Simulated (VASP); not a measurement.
# Au (Pm-3m) in VASP: settings compared, part 3 of 4

VASP 6.6.1. The steps go on from the part before.

### Step 5. Band structure, RPBE

INCAR reads:

```
PREC     = Accurate       # precision mode
ENCUT    = 520            # plane-wave cutoff, eV
EDIFF    = 1E-6           # SCF threshold, eV
ISMEAR   = -1             # smearing method
SIGMA    = 0.05           # smearing width, eV
LREAL    = F              # projectors in reciprocal space
LASPH    = T              # aspherical terms in the spheres
NELM     = 100            # most SCF steps
ALGO     = Fast           # electronic algorithm
ISIF     = 2              # what is computed and relaxed
LWAVE    = F              # write WAVECAR
LCHARG   = F              # write CHGCAR
LMAXMIX  = 4              # l up to which the mixer works
GGA      = RP             # functional
```

KPOINTS reads:

```
regular mesh
0
Gamma
  10 10 10
```

POSCAR reads:

```
Au
1.0
    2.7484100000      0.0000000000      0.0000000000
    0.0000000000      2.7484100000      0.0000000000
    0.0000000000      0.0000000000      2.7484100000
Au
1
Direct
    0.5000000000      0.5000000000      0.5000000000
```

KPOINTS_OPT reads:

```
path GXMGRX,MR
15
line-mode
reciprocal
 0.0000000000  0.0000000000  0.0000000000  G
 0.0000000000  0.5000000000  0.0000000000  X

 0.0000000000  0.5000000000  0.0000000000  X
 0.5000000000  0.5000000000  0.0000000000  M

 0.5000000000  0.5000000000  0.0000000000  M
 0.0000000000  0.0000000000  0.0000000000  G

 0.0000000000  0.0000000000  0.0000000000  G
 0.5000000000  0.5000000000  0.5000000000  R

 0.5000000000  0.5000000000  0.5000000000  R
 0.0000000000  0.5000000000  0.0000000000  X

 0.5000000000  0.5000000000  0.0000000000  M
 0.5000000000  0.5000000000  0.5000000000  R
```

Potentials or basis: VASP PAW PBE potentials, release 64 (Au).

On the command line:

```
$ cat potpaw_PBE.64/Au/POTCAR > POTCAR
$ mpirun -np 1 vasp_std > vasp.out
```

OUTCAR:

```text
PREC = Accurate
   ENCUT = 520
   EDIFF = 1E-6
   ISMEAR = -1
   LREAL = F
   LASPH = T
   NELM = 100
   ISIF = 2
   GGA = RP

 ion  position               nearest neighbor table
   1  0.500  0.500  0.500-

  LATTYP: Found a simple cubic cell.
 ALAT       =     2.7484100000

  Lattice vectors:

 A1 = (   2.7484100000,   0.0000000000,   0.0000000000)
 A2 = (   0.0000000000,   2.7484100000,   0.0000000000)
 A3 = (   0.0000000000,   0.0000000000,   2.7484100000)

Analysis of symmetry for initial positions (statically):
=====================================================================
 Subroutine PRICEL returns:
 Original cell was already a primitive cell.

 Routine SETGRP: Setting up the symmetry group for a
 simple cubic supercell.

 Subroutine GETGRP returns: Found 48 space group operations
 (whereof 48 operations were pure point group operations)
 out of a pool of 48 trial point group operations.

The static configuration has the point symmetry O_h .

Analysis of symmetry for dynamics (positions and initial velocities):
=====================================================================
 Subroutine PRICEL returns:
 Original cell was already a primitive cell.

 Routine SETGRP: Setting up the symmetry group for a
 simple cubic supercell.

 Subroutine GETGRP returns: Found 48 space group operations
 (whereof 48 operations were pure point group operations)
 out of a pool of 48 trial point group operations.

The dynamic configuration has the point symmetry O_h .

 Subroutine INISYM returns: Found 48 space group operations
 (whereof 48 operations are pure point group operations),
 and found     1 'primitive' translations

----------------------------------------------------------------------------------------

                                     Primitive cell

  volume of cell :      20.7608

  direct lattice vectors                    reciprocal lattice vectors
     2.748410000  0.000000000  0.000000000     0.363846733  0.000000000  0.000000000
     0.000000000  2.748410000  0.000000000     0.000000000  0.363846733  0.000000000
     0.000000000  0.000000000  2.748410000     0.000000000  0.000000000  0.363846733

  length of vectors
     2.748410000  2.748410000  2.748410000     0.363846733  0.363846733  0.363846733

  position of ions in fractional coordinates (direct lattice)
     0.500000000  0.500000000  0.500000000

  ion indices of the primitive-cell ions
   primitive index   ion index
                 1           1

----------------------------------------------------------------------------------------

 KPOINTS: regular mesh

Automatic generation of k-mesh.
 Grid dimensions read from file:
 generate k-points for:   10   10   10

 Generating k-lattice:

  Cartesian coordinates                     Fractional coordinates (reciprocal lattice)
     0.036384673  0.000000000  0.000000000     0.100000000  0.000000000  0.000000000
     0.000000000  0.036384673  0.000000000     0.000000000  0.100000000  0.000000000
     0.000000000  0.000000000  0.036384673     0.000000000  0.000000000  0.100000000

  Length of vectors
     0.036384673  0.036384673  0.036384673

  Shift w.r.t. Gamma in fractional coordinates (k-lattice)
     0.000000000  0.000000000  0.000000000

 Subroutine IBZKPT returns following result:
 ===========================================

 Found     56 irreducible k-points:

 Following reciprocal coordinates:
            Coordinates               Weight
  0.000000  0.000000  0.000000      1.000000
  0.100000  0.000000  0.000000      6.000000
  0.200000  0.000000  0.000000      6.000000
  0.300000  0.000000  0.000000      6.000000
  0.400000  0.000000  0.000000      6.000000
  0.500000  0.000000  0.000000      3.000000
[... 16 lines left out ...]
  0.200000  0.100000  0.100000     24.000000
  0.300000  0.100000  0.100000     24.000000
 [... further k-points ...]
   k-points           NKPTS =     56   k-points in BZ     NKDIM =     56   number of bands    NBANDS=      9
   number of dos      NEDOS =    301   number of ions     NIONS =      1
   total plane-waves  NPLWV =   8000
   dimension x,y,z NGX =    20 NGY =   20 NGZ =   20
   dimension x,y,z NGXF=    40 NGYF=   40 NGZF=   40
   ions per type =               1
   NGX,Y,Z   is equivalent  to a cutoff of  12.10, 12.10, 12.10 a.u.
   NGXF,Y,Z  is equivalent  to a cutoff of  24.20, 24.20, 24.20 a.u.
 SYSTEM =  unknown system
   PREC   = accura    normal or accurate (medium, high low for compatibility)
   ISTART =      0    job   : 0-new  1-cont  2-samecut
   ICHARG =      2    charge: 1-file 2-atom 10-const
   ISPIN  =      1    spin polarized calculation?
   LNONCOLLINEAR =      F non collinear calculations
   LSORBIT =      F    spin-orbit coupling
   LASPH  =      T    aspherical Exc in radial PAW
   ENCUT  =  520.0 eV  38.22 Ry    6.18 a.u.   5.11  5.11  5.11*2*pi/ulx,y,z
   NELM   =    100;   NELMIN=  2; NELMDL= -5     # of ELM steps
   EDIFF  = 0.1E-05   stopping-criterion for ELM
   LREAL  =      F    real-space projection
   EDIFFG = 0.1E-04   stopping-criterion for IOM
   NSW    =      0    number of steps for IOM
   IBRION =     -1    ionic relax: 0-MD 1-quasi-New 2-CG
   NFREE  =      0    steps in history (QN), initial steepest desc. (CG)
   ISIF   =      2    stress and relaxation
   ISYM   =      2    0-nonsym 1-usesym 2-fastsym
   POTIM  = 0.5000    time-step for ionic-motion
   TEBEG  =    0.0;   TEEND  =   0.0 temperature during run
   PSTRESS=    0.0 pullay stress
   NELECT =      11.0000    total number of electrons
   NUPDOWN=      -1.0000    fix difference up-down
   EMIN   =  10.00;   EMAX   =-10.00  energy-range for DOS
   EFERMI =   0.00;   METHOD = LEGACY
   ISMEAR =    -1;   SIGMA  =   0.05  broadening in eV -4-tet -1-fermi 0-gaus
   EFERMI_NEDOS =   21; number of points for ismear=-14 and -15
   IALGO  =     68    algorithm
   IMIX   =      4    mixing-type and parameters
     AMIX     =   0.40;   BMIX     =  1.00
     AMIX_MAG =   1.60;   BMIX_MAG =  1.00
  volume/ion in A,a.u.               =      20.76       140.10
  Fermi-wavevector in a.u.,A,eV,Ry     =   1.324720  2.503358 23.876646  1.754884
  Thomas-Fermi vector in A             =   2.454234
   LORBIT       =      0    0 simple, 1 ext, 2 COOP (PROOUT), +10 PAW based schemes
   GGA     = RP    functional components
   LHFCALC =     F    Hartree Fock is set to
   AEXX    =    0.0000 exact exchange contribution
   IVDW    =     0    specifies the selected vdW correction
   LEPSILON=     F    determine dielectric tensor
   LRPA    =     F    only Hartree local field effects (RPA)
 non-spin polarized calculation
 RMM-DIIS sequential band-by-band and
  energy-cutoff  :      520.00
  volume of cell :       20.76
 maximum number of plane-waves:       587
   NGX = 11   NGY = 11   NGZ = 11

 number of electron      10.9999996 magnetization

 Free energy of the ion-electron system (eV)
  ---------------------------------------------------
  ext. energy  EPLUGINS =         0.00000000
  ---------------------------------------------------
  free energy    TOTEN  =        -2.45353275 eV

  energy without entropy =       -2.45026015  energy(sigma->0) =       -2.45189645

 E-fermi :   6.4178     XC(G=0): -11.3045

 val. band max:        6.3224923000   @ k =   0.4000   0.3000   0.0000
 cond. band min:       6.4746939421   @ k =   0.4000   0.2000   0.2000
 fundamental gap:      0.1522016422
 Fermi energy:         6.4178045402

 k-point     1 :       0.0000    0.0000    0.0000
  band No.  band energies     occupation
      1      -1.3126      2.00000
      2       0.7947      2.00000
      3       0.7947      2.00000
      4       4.9337      2.00000
      5       4.9337      2.00000
      6       4.9337      2.00000
      7      20.2725      0.00000
      8      20.2725      0.00000
      9      20.2725      0.00000

 k-point     2 :       0.1000    0.0000    0.0000
  band No.  band energies     occupation
      1      -1.0754      2.00000
      2       0.8306      2.00000
      3       0.9863      2.00000
      4       4.7790      2.00000
      5       4.7790      2.00000
      6       4.9464      2.00000
      7      18.5099      0.00000
      8      20.6635      0.00000
      9      20.6635      0.00000
[... 253 lines left out ...]
 k-point    24 :       0.3000    0.1000    0.1000
  band No.  band energies     occupation
      1       0.6296      2.00000
      2       1.3458      2.00000
      3       2.7498      2.00000
      4       3.7803      2.00000
      5       4.0877      2.00000
      6       4.7279      2.00000
      7      13.3045      0.00000
      8      20.9299      0.00000
      9      21.5992      0.00000

 [... further k-points ...]
[... 5 lines left out ...]
  --------------------------------------------------------------------------------------
  -------------------------------------------------------------------------------------
  Total        0.4387768      0.4387768      0.4387768     -0.0000000      0.0000000     -0.0000000
  in kB       33.8617686     33.8617686     33.8617686     -0.0000000      0.0000000     -0.0000000
  external PRESSURE =      33.8617686 kB  Pullay stress =       0.0000000 kB

 VOLUME and BASIS-vectors are now :
 -----------------------------------------------------------------------------
  energy-cutoff  :      520.00
  volume of cell :       20.76
      direct lattice vectors                 reciprocal lattice vectors
     2.748410000  0.000000000  0.000000000     0.363846733  0.000000000  0.000000000
     0.000000000  2.748410000  0.000000000     0.000000000  0.363846733  0.000000000
     0.000000000  0.000000000  2.748410000     0.000000000  0.000000000  0.363846733

 POSITION                                       TOTAL-FORCE (eV/Angst)
 -----------------------------------------------------------------------------------
      1.37420      1.37420      1.37420         0.000000      0.000000      0.000000
 -----------------------------------------------------------------------------------
    total drift:                               -0.000000      0.000000     -0.000000

  FREE ENERGIE OF THE ION-ELECTRON SYSTEM (eV)
  ---------------------------------------------------
  free  energy   TOTEN  =        -2.4535327548 eV

  energy  without entropy=       -2.4502601474  energy(sigma->0) =       -2.45189645
```

Wall time 12 s (1 thread of Intel Xeon Platinum 8375C at 2.90GHz (Ice Lake), shared host); peak memory 0.13 GiB.

Results:

```
Free energy             : -2.4535 eV
Pressure                : 3.4 GPa
Band gap along the path : none (metal or under the smearing width)
```

Levels at the corners of the path, in eV from the Fermi level:
| point | band 2 | band 3 | band 4 | band 5 | band 6 | band 7 | band 8 | band 9 |
| --- | --- | --- | --- | --- | --- | --- | --- | --- |
| Γ | -5.62 | -5.62 | -1.48 | -1.48 | -1.48 | 13.85 | 13.85 | 13.85 |
| X | -5.23 | -2.90 | -2.90 | -1.35 | -0.40 | 2.03 | 16.31 | 18.42 |
| X | -5.23 | -2.90 | -2.90 | -1.35 | -0.40 | 2.03 | 16.31 | 18.42 |
| M | -4.89 | -2.65 | -2.65 | -0.34 | 3.86 | 3.86 | 6.38 | 11.45 |
| M | -4.89 | -2.65 | -2.65 | -0.34 | 3.86 | 3.86 | 6.38 | 11.45 |
| Γ | -5.62 | -5.62 | -1.48 | -1.48 | -1.48 | 13.85 | 13.85 | 13.85 |
| Γ | -5.62 | -5.62 | -1.48 | -1.48 | -1.48 | 13.85 | 13.85 | 13.85 |
| R | -4.90 | -4.90 | -0.25 | -0.25 | 8.42 | 8.42 | 8.42 | 10.19 |
| R | -4.90 | -4.90 | -0.25 | -0.25 | 8.42 | 8.42 | 8.42 | 10.19 |
| X | -5.23 | -2.90 | -2.90 | -1.35 | -0.40 | 2.03 | 16.31 | 18.42 |
| M | -4.89 | -2.65 | -2.65 | -0.34 | 3.86 | 3.86 | 6.38 | 11.45 |
| R | -4.90 | -4.90 | -0.25 | -0.25 | 8.42 | 8.42 | 8.42 | 10.19 |

Caveat: the PAW data sets were made with another functional, which shifts forces and pressure a little; spin-orbit coupling is left out, which moves the levels of the heavy elements.

(Continued in part 4 of 4.)
